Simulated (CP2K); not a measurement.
MgO2:

```
CELL_PARAMETERS angstrom
4.82861 0.00000 0.00000
0.00000 4.82861 0.00000
0.00000 0.00000 4.82861
ATOMIC_POSITIONS crystal
Mg 0.00000 0.00000 0.00000
Mg 0.50000 0.00000 0.50000
Mg 0.50000 0.50000 0.00000
Mg 0.00000 0.50000 0.50000
O 0.58942 0.91058 0.08942
O 0.91058 0.08942 0.58942
O 0.08942 0.58942 0.91058
O 0.41058 0.41058 0.41058
O 0.58942 0.58942 0.58942
O 0.91058 0.41058 0.08942
O 0.08942 0.91058 0.41058
O 0.41058 0.08942 0.91058
```

The cell is a database's computed one.

Program: CP2K 2026.2. Alike in all runs: task band structure; no spin polarisation; cell as given; k mesh 6 × 6 × 6.

**Question.** Order these runs on this cell by their pressure, lowest first.
A. level TASK; potentials or basis POTENTIAL_UZH Mg GTH-SCAN-q10, O GTH-SCAN-q6; TZVP-MOLOPT-SCAN-GTH basis; smearing fermi-dirac 0.01 eV; points a segment of the path (NPOINTS) 8; bands added on the path 6; REL_CUTOFF (Ry) 60; MIXING BETA (1/bohr) 1.5
B. level LDA; potentials or basis GTH_POTENTIALS Mg GTH-PADE-q10, O GTH-PADE-q6; TZVP-MOLOPT-PBE-GTH basis; smearing fermi-dirac 0.05 eV; points a segment of the path (NPOINTS) 10; bands added on the path 2; MPI ranks 8; REL_CUTOFF (Ry) 60 Ry; MIXING BETA (1/bohr) 1.5 1/bohr
C. level r2SCAN; potentials or basis POTENTIAL_UZH Mg GTH-SCAN-q10, O GTH-SCAN-q6; TZVP-MOLOPT-SCAN-GTH basis; smearing fermi-dirac 0.0259 eV; points a segment of the path (NPOINTS) 6; bands added on the path 4; MPI ranks 8; REL_CUTOFF (Ry) 60 Ry; MIXING BETA (1/bohr) 1.5 1/bohr

**Answer.** B (-2.2 GPa), C (2.5 GPa), A (18.2 GPa).

Caveats: the basis of atomic orbitals isn't converged, which shifts pressures, moduli and gaps; so large a pressure means that the cell lies far from this level's equilibrium, or that cutoff or potentials fall short (some runs); the potentials were made for another functional, which shifts forces and pressure (some runs).

Not every run made on this cell is shown here.
